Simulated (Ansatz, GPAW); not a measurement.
# A Ga chain with two Ti atoms in line: relaxation, then transmission at several levels, part 2 of 4

Wanted: T(E) of a Ga chain with two Ti atoms in line at a relaxed geometry in two programs, beside the unrelaxed structure.

GPAW 26.7.0 and Ansatz 0.2.0; Ansatz plane waves; relaxation of the junction with the lead ends held (the session's first sound run).

So far. Step 2 (Relaxation): The relaxation lowered the energy of the cell by 1.28 eV.

**3. Plane-wave reference (PBE)**

A plane-wave run comes first: its basis does not favour the atoms, so it serves as the reference for the orbital bases.

This step: Ansatz plane waves; Landauer transmission by layers, zero bias (Ansatz 0.2.0).

input.yaml reads:

```yaml
crystal:
  lattice:
    - [9.0, 0.0, 0.0]
    - [0.0, 9.0, 0.0]
    - [0.0, 0.0, 35.1514]
  atoms:
    - { symbol: Ga, position: [0.5, 0.5, 0.0362716705] }
    - { symbol: Ga, position: [0.5, 0.5, 0.1088150116] }
    - { symbol: Ga, position: [0.5, 0.5, 0.1813583527] }
    - { symbol: Ga, position: [0.5, 0.5, 0.2539016938] }
    - { symbol: Ga, position: [0.6020587424, 0.4700727022, 0.3214317238] }
    - { symbol: Ga, position: [0.512156459, 0.4859614934, 0.3917858783] }
    - { symbol: Ti, position: [0.5130833828, 0.4772287801, 0.4732454036] }
    - { symbol: Ti, position: [0.5025727406, 0.474040323, 0.5267324984] }
    - { symbol: Ga, position: [0.4983665396, 0.4818609295, 0.6081976253] }
    - { symbol: Ga, position: [0.4323052495, 0.4184415885, 0.6785178805] }
    - { symbol: Ga, position: [0.5, 0.5, 0.7460983062] }
    - { symbol: Ga, position: [0.5, 0.5, 0.8186416473] }
    - { symbol: Ga, position: [0.5, 0.5, 0.8911849884] }
    - { symbol: Ga, position: [0.5, 0.5, 0.9637283295] }
kpoints:
  mp_grid: { grid: [1, 1, 2] }
hamiltonian:
  xc: pbe
scf:
  occupations: { method: fermi_dirac, width: 0.1 }
output:
  transmission:
    leads: [[0, 1]]
    e_range: [-2, 2]
    de: 0.025
    kmesh: [1, 1]
    reduced_basis: true
  write_potential: true
  write_density: true
  volumetric_format: npy
  elf: true
```

The run is started by

```console
$ ansatz run input.yaml --threads 4 --pin off --max-ram 8192MiB --backend cpu --events-out ev --progress --plain --runs-dir out
```

Numbers of over 12 decimals in the logs are rounded to 6 here.

Output:

```text
[...]
Crystal: 14 atoms, lattice volume = 2847.263 Å³
Basis set: ecut = 420 eV, 55633 PW (Γ)
Bands: 108, of which v1, the nominal top of the filled ones, is band 90 counted from 1 (89 counted from 0)
Symmetry: 1 space group operations
[...]
k-points: 2
[...]
SCF iter   1: F=—  HF=-50378.141108 eV  |F-HF|=—  |Δ(HF+E_count)|=         —  Δρ=3.16e-2  dr2=2.12e2  ethr=1.77e-3  ⟨swp⟩=8.0  Hψ=863  notcnv=0
[...]
SCF iter  16: F=-50374.289102 eV  HF=-50374.289102 eV  |F-HF|=5.78e-8  |Δ(HF+E_count)|=   6.61e-8  Δρ=1.13e-6  dr2=9.83e-8  ethr=5.56e-11  ⟨swp⟩=9.0  Hψ=647  notcnv=0
SCF 1 converged in 16 iterations: F = -50374.289102 eV  dr2 = 9.83e-8
[...]
transmission: 45 of 270 steps passed
transmission: 90 of 270 steps passed
[...]
transmission: 270 of 270 steps passed
WARN: The output density's exchange-correlation potential varies sharply where the density is thin. Do not read a vacuum level from v_tot or v_xc, or from such a field of the output density. On a cell that repeats whose density bears no net charge and no dipole along the vacuum's axis use v_es (v_loc + v_h of the components); under efield.dipole_correction with no amplitude use v_es + v_field, which holds any externa [...]
SCF converged after 16 iterations
Free energy (F): -50374.289102 eV
[...]
Internal energy: -50373.360858 eV  (E = F + TS)
E sigma→0 (E₀):  -50373.824980 eV
Entropy (-TS):   -0.928244 eV (-66.303 meV/atom)
Fermi energy:    -2.417174 eV
[...]
--- Band table (eV) ---
  k-point 0: bands = [... 86 lower, -2.6315, -2.6016, -2.5024, -2.4286, -2.3818, -2.2821, -2.2567, -2.2456, ... 14 higher]
  k-point 1: bands = [... 86 lower, -2.6211, -2.6131, -2.5018, -2.4179, -2.4163, -2.2587, -2.2461, -2.2219, ... 14 higher]
--- Transmission ---
  basis      : 717 plane waves across, 45 finite elements along
  points     : 1, standing for a mesh of 1 x 1
  filling    : by the input's occupations and mesh, since the crystals that have channels conduct as metals do. If one of these is a semiconductor, that mesh has misplaced its level
  energies   : 161 from -2.000000 to 2.000000 eV about the Fermi level, 0.025000 eV apart; the leads are filled to 0.000000 eV, and channels, transmission and decay are at 0.000000 eV
  crystal 0  : Ga1, at the sites [0, 1], period 2.5500 Å, over 20.40 Å; its Hamiltonian steps by up to 8.8 meV
    offset         : up to 0.0000 Å between an atom of the period and one for which it stands
    filled         : 18.6 meV over the level at which it is neutral
    channels       : 3.000000e0 a spin
    conductance    : 2.8695e14 S/m² at 300 K; may be off by some 0.0 % by where its bands' edges are placed, 0.0 % from the distance to neutral
  junction   : crystal 0 to crystal 0, 0.70 to 33.30 Å
    transmission   : 2.686710e-1 a spin
    error estimate : 4.766904e-5 a spin from the reduction of the transverse basis, at the most 3.421105e-4 at 1.925000 eV
    conductance    : 2.5520e13 S/m² at 300 K (2.5525e13 on every other energy)
    error estimate : 0.0 % from the energy spacing and 0.0 % from band edges of the leads and from resonances (wavevectors taken as independent; lower de), 0.0 % from the reduction of the transverse basis, 0.5 % from the steps of its leads' Hamiltonians or their offsets (lay more layers), 0.6 % from the distance to neutral
    resistance     : 3.5701e-2 Ω µm² beyond half of each lead's own
```

Elapsed: 2.1 min, on 4 threads of Arm Neoverse V2, shared host; peak memory 3.6 GiB; 5.8 min of CPU time.

Reading the cycles: dr2 is the Hartree energy of the density residual (eV), the measure of convergence; HF is the Harris–Foulkes estimate of the energy, which meets the free energy F at convergence.

Numbers from this step:

```
free energy                                             : -50374.2891 eV
lead level                                              : 0 eV from the Fermi level
transmission at the Fermi level (one spin)              : 0.2687
open channels of the lead at the Fermi level (one spin) : 3
step of the potential along the lead                    : 8.8 meV
offset of the lead                                      : 0 Å
filling of the lead less its bulk value, in size        : 18.6 meV
conductance                                             : 0.2668 G₀
```

One spin. Table of transmission, zone mean by energy, zero at the Fermi level:

energy (eV), transmission, zone mean and a bar:
```
   -2.000       0.02 
   -1.800       0.03 
   -1.600       0.02 
   -1.400       0.37 #########
   -1.200       0.30 #######
   -1.050       0.88 ######################
   -1.000       0.43 ##########
   -0.800       0.06 #
   -0.600       0.75 ##################
   -0.500       1.00 #########################
   -0.400       0.97 ########################
   -0.200       0.19 ####
    0.000       0.27 ######
    0.150       0.28 #######
    0.200       0.24 #####
    0.400       0.19 ####
    0.600       0.17 ####
    0.800       0.22 #####
    1.000       0.37 #########
    1.200       0.62 ###############
    1.400       0.90 ######################
    1.600       1.08 ###########################
    1.800       1.15 ############################
    2.000       1.21 ##############################
```

One spin. The open channels, zone mean by energy, zero at the Fermi level:

| energy (eV) | open channels, zone mean |
| --- | --- |
| -2.000 | 1 |
| -1.900 | 1 |
| -1.800 | 1 |
| -1.700 | 1 |
| -1.600 | 1 |
| -1.500 | 0 |
| -1.400 | 1 |
| -1.300 | 1 |
| -1.200 | 1 |
| -1.100 | 1 |
| -1.000 | 1 |
| -0.900 | 1 |
| -0.800 | 1 |
| -0.700 | 1 |
| -0.600 | 1 |
| -0.500 | 1 |
| -0.400 | 1 |
| -0.300 | 1 |
| -0.200 | 3 |
| -0.100 | 3 |
| 0.000 | 3 |
| 0.100 | 3 |
| 0.200 | 3 |
| 0.300 | 3 |
| 0.400 | 3 |
| 0.500 | 3 |
| 0.600 | 3 |
| 0.700 | 3 |
| 0.800 | 3 |
| 0.900 | 3 |
| 1.000 | 3 |
| 1.100 | 3 |
| 1.200 | 3 |
| 1.300 | 3 |
| 1.400 | 3 |
| 1.500 | 3 |
| 1.600 | 3 |
| 1.700 | 3 |
| 1.800 | 3 |
| 1.900 | 3 |
| 2.000 | 3 |

Crystal 0, spin -, k parallel (0, 0); distinct values, listed up to 1.5 1/Å. Table of Im kz of the slowest decaying states by energy, zero at the Fermi level:

```csv
energy (eV),decay 1 (Å⁻¹),decay 2 (Å⁻¹),decay 3 (Å⁻¹),decay 4 (Å⁻¹)
-2.0000,0.646,0.647,1.14,1.27
-1.7500,0.600,0.600,1.11,1.24
-1.5000,0.00305,0.549,0.549,1.08
-1.2500,0.492,0.492,1.05,1.19
-1.0000,0.426,0.427,1.02,1.16
-0.7500,0.349,0.350,0.982,1.13
-0.5000,0.246,0.248,0.947,1.10
-0.2500,0.0093,0.911,1.07,1.18
0.0000,0.874,1.04,1.15,1.15
0.2500,0.835,1.01,1.13,1.13
0.5000,0.794,0.973,1.10,1.10
0.7500,0.751,0.938,1.07,1.07
1.0000,0.705,0.903,1.04,1.04
1.2500,0.656,0.865,1.01,1.01
1.5000,0.603,0.826,0.973,0.976
1.7500,0.545,0.785,0.938,0.942
2.0000,0.480,0.742,0.902,0.908
```

Crystal 0, spin -, k parallel (0, 0). Re kz of states that move upwards against energy, zero at the Fermi level:

| energy (eV) | channel 1 (Å⁻¹) | channel 2 (Å⁻¹) | channel 3 (Å⁻¹) |
| --- | --- | --- | --- |
| -2.000 | 1.18 | - | - |
| -1.800 | 1.20 | - | - |
| -1.600 | 1.22 | - | - |
| -1.400 | -1.23 | - | - |
| -1.200 | -1.21 | - | - |
| -1.000 | -1.19 | - | - |
| -0.800 | -1.17 | - | - |
| -0.600 | -1.15 | - | - |
| -0.400 | -1.13 | - | - |
| -0.200 | -1.11 | 0.111 | 0.113 |
| 0.000 | -1.09 | 0.248 | 0.250 |
| 0.200 | -1.07 | 0.334 | 0.335 |
| 0.400 | -1.05 | 0.402 | 0.403 |
| 0.600 | -1.04 | 0.460 | 0.461 |
| 0.800 | -1.02 | 0.513 | 0.513 |
| 1.000 | -1.00 | 0.560 | 0.561 |
| 1.200 | -0.984 | 0.605 | 0.605 |
| 1.400 | -0.967 | 0.646 | 0.647 |
| 1.600 | -0.950 | 0.685 | 0.686 |
| 1.800 | -0.934 | 0.723 | 0.723 |
| 2.000 | -0.917 | 0.759 | 0.759 |

The electrostatic potential energy of an electron (with the applied field's), less the Fermi level, planar mean oscillates, so the rows of the table below give means over windows of 2.49 Å about each position, cut where the curve ends. Its maxima inside the range that stand out by 2 % of the span (Å: eV): 2.5: 3.62, 5.1: 3.60, 7.6: 3.59, 10.1: 3.55, 12.4: 3.42, 15.1: 3.27, 17.6: 2.85, 20.1: 3.27, 22.7: 3.41, 25.0: 3.55, 27.5: 3.59, 30.0: 3.60, 32.7: 3.62. Its minima: 1.3: 2.62, 3.8: 2.61, 6.4: 2.58, 8.9: 2.61, 11.3: 2.58, 13.8: 2.25, 16.6: 1.76, 18.6: 1.76, 21.4: 2.25, 23.9: 2.58, 26.2: 2.61, 28.7: 2.58, 31.3: 2.61, 33.8: 2.62.

The electrostatic potential energy of an electron (with the applied field's), less the Fermi level, planar mean by z; means over each step:

| z (Å) | electrostatic potential energy of an electron (with the applied field's), less the Fermi level, planar mean (eV) |
| --- | --- |
| 1.25 | 3.09 |
| 3.74 | 3.08 |
| 6.23 | 3.05 |
| 8.71 | 3.07 |
| 11.21 | 3.03 |
| 13.70 | 2.77 |
| 16.19 | 2.49 |
| 18.68 | 2.44 |
| 21.17 | 2.75 |
| 23.66 | 3.01 |
| 26.15 | 3.07 |
| 28.64 | 3.05 |
| 31.13 | 3.08 |
| 33.62 | 3.09 |

The valence density, planar mean oscillates, so the rows of the table below give means over windows of 2.49 Å about each position, cut where the curve ends. Its maxima inside the range that stand out by 2 % of the span (Å: e/Å³): 1.3: 0.213, 3.8: 0.216, 6.4: 0.207, 8.9: 0.216, 11.3: 0.216, 13.8: 0.215, 16.7: 0.131, 18.5: 0.131, 21.4: 0.215, 23.9: 0.216, 26.2: 0.216, 28.7: 0.207, 31.3: 0.216, 33.8: 0.213. Its minima: 2.5: 0.0137, 5.1: 0.0138, 7.6: 0.0137, 10.1: 0.0166, 12.6: 0.0153, 15.4: 0.0101, 17.6: 0.0340, 19.8: 0.0101, 22.6: 0.0153, 25.0: 0.0166, 27.5: 0.0137, 30.0: 0.0138, 32.7: 0.0137.

Valence density, planar mean against z; means over each step:

| z (Å) | valence density, planar mean (e/Å³) |
| --- | --- |
| 1.25 | 0.0641 |
| 3.74 | 0.0641 |
| 6.23 | 0.0641 |
| 8.71 | 0.0645 |
| 11.21 | 0.0653 |
| 13.70 | 0.0639 |
| 16.19 | 0.0581 |
| 18.68 | 0.0610 |
| 21.17 | 0.0634 |
| 23.66 | 0.0651 |
| 26.15 | 0.0648 |
| 28.64 | 0.0641 |
| 31.13 | 0.0641 |
| 33.62 | 0.0641 |

Valence density in the ca plane at fractional y = 0.482, with atoms of Ga and Ti within 0.2 Å of it. It is the smooth field of the valence electrons, not physical close to the nuclei.

Ten steps, logarithmic in the rise over the least value, from '0' (0 e/Å³) to '9' (33 e/Å³), each cell a mean:
```
00000000000000000000000000000000000000000000
00000000000000000000000000000000000000000000
00000000000000000000000000000000000000000000
00000000000000000000000000000000000000000000
00000000000000000000000000000000000000000000
00000000000000000000000000000000000000000000
00000000001110000000000000000000000000000000
00000000012321000000000000000000000000000000
00000000125863100010000000111000000000000000
10012211126973111232100023431123210001121100
11135631124652112685211146653356521112564210
21248952111211113897311147763467631113897211
11147741100000012675210136653466631113786211
11123321000000001222100013321234310011342111
00001100000000000000000000011111000000111001
00000000000000000000000000000000000000000000
00000000000000000000000000000000000000000000
00000000000000000000000000000000000000000000
00000000000000000000000000000000000000000000
00000000000000000000000000000000000000000000
00000000000000000000000000000000000000000000
00000000000000000000000000000000000000000000
00000000000000000000000000000000000000000000
00000000000000000000000000000000000000000000
```
Columns run along c (16.0 Å, from fractional 0.20 to 0.66 of the cell), rows up along a (9.0 Å). Atoms in or near the plane, at fractional coordinates: Ga at (0.25, 0.50), Ga at (0.32, 0.60), Ga at (0.39, 0.51), Ti at (0.47, 0.51), Ti at (0.53, 0.50), Ga at (0.61, 0.50).

Electrostatic potential energy in the ca plane at fractional y = 0.482, with atoms of Ga and Ti within 0.2 Å of it. With pseudopotentials it is smooth inside the atoms' cores, unlike the true potential.

Values in eV, 13 rows by 16 columns, each cell a mean:
```
  1   1   1   1   1   1   1   1   1   1   1   1   1   1   1   1
  1   1   1   1   1   1   1   1   1   1   1   1   1   1   1   1
  1   1   1   1   0   1   1   1   1   1   1   1   1   1   1   1
  1   1   1  -4  -7   0   0   0   0  -1   0   0   0   1   0   1
 -1  -3  -2 -16 -24  -5  -6  -3  -2  -9  -4  -6  -2  -2  -4   0
 -6 -20 -14 -17 -24  -8 -24 -13  -9 -26 -19 -24  -8 -11 -22  -4
-10 -25 -19  -6  -9  -7 -26 -15 -11 -26 -25 -26 -12 -16 -26  -8
 -4 -14  -9   0   0  -2 -13  -6  -4 -16 -10 -19  -5  -8 -17  -5
  0  -1   0   1   1   1  -1   0  -1  -2  -1  -3  -1  -1  -2  -1
  1   1   1   1   1   1   1   1   1   1   1   0   1   1   1   1
  1   1   1   1   1   1   1   1   1   1   1   1   1   1   1   1
  1   1   1   1   1   1   1   1   1   1   1   1   1   1   1   1
  1   1   1   1   1   1   1   1   1   1   1   1   1   1   1   1
```
Columns run along c (16.0 Å, from fractional 0.20 to 0.66 of the cell; values clipped at the 3rd and 97th percentile), rows up along a (9.0 Å). Atoms in or near the plane, at fractional coordinates: Ga at (0.25, 0.50), Ga at (0.32, 0.60), Ga at (0.39, 0.51), Ti at (0.47, 0.51), Ti at (0.53, 0.50), Ga at (0.61, 0.50).

ELF in the ca plane at fractional y = 0.482, with atoms of Ga and Ti within 0.2 Å of it. It is the smooth field of the valence electrons, not physical close to the nuclei.

Ten even steps from '0' (0.00) to '9' (0.79), each cell a mean:
```
00000000000000000000000000000000000000000000
00000000111211100000000000011110000000000000
00000001234432210000000000123331000000000000
00000012456654321000000000246653100000000000
00000124678876531000000001258864100000000000
11001125788777642100111101369974100011111111
21111236775556753212333211269974111222322222
43223356754334664334565210148852012455544443
65433457641013575334686211125631002676545665
66533346631113674333586246654444422785433576
57431135642124663112476266573476842774212477
56421124653335763021475264163451552763021467
46531124653346763112585267573564752773111476
56543345653335764334585235544456633774323476
55654456642224676445785200136421113785333576
33566676532123455555654100268730013665434456
22345665421112333333322111489852012343222345
11123443211011111111110012589852111111111124
00011221100000000000000002478752100000000112
00000000000000000000000001356531000000000011
00000000000000000000000001233321000000000000
00000000000000000000000000111110000000000000
00000000000000000000000000000000000000000000
00000000000000000000000000000000000000000000
```
Columns run along c (16.0 Å, from fractional 0.20 to 0.66 of the cell), rows up along a (9.0 Å). Atoms in or near the plane, at fractional coordinates: Ga at (0.25, 0.50), Ga at (0.32, 0.60), Ga at (0.39, 0.51), Ti at (0.47, 0.51), Ti at (0.53, 0.50), Ga at (0.61, 0.50).

T at the Fermi level is 0.269 of 3 open channels a spin.

(Part 2 of 4 ends here.)

[Logs are printed without paths, hosts, clocks, repeated set-up lines and the standing remarks that a program may print on its own settings, such as how far it seeks lower states.]

[Hosts, paths, dates, database ids (printed as entryN), source tags and the programs' standing remarks are cut or masked in the printed files.]
